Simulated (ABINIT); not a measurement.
Crystal: CuI (Marshite).

```
I Cu
1.0
     0.00000    3.03150    3.03150
     3.03150    0.00000    3.03150
     3.03150    3.03150    0.00000
I Cu
1 1
Direct
  0.00000 0.00000 0.00000
  0.75000 0.75000 0.75000
```

Base run:

```yaml
Program: ABINIT 10.8.3 (patched build)
Functional: BP86
Potentials_or_basis: JTH PAW PBE v2.0
Cutoff: 707 eV
k_mesh: 8 × 8 × 8
Occupations: fermi-dirac, width 0.05 eV
Spin: no spin polarisation
```

Its results: band gap on the k mesh 1.09 eV, direct; pressure 1.0 GPa.

**Question.** After a change of settings the same cell gave: band gap on the k mesh 1.16 eV, direct; pressure 4.1 GPa. Which change was it?
A. functional from BP86 to AM05
B. functional from BP86 to PBE
C. functional from BP86 to BLYP
D. functional from BP86 to revPBE

**Answer.** C.

Caveats: the PAW data sets were made with another functional, which shifts forces and pressure a little; spin-orbit coupling is left out, which moves the levels of the heavy elements.

Not every run made on this cell is shown here.
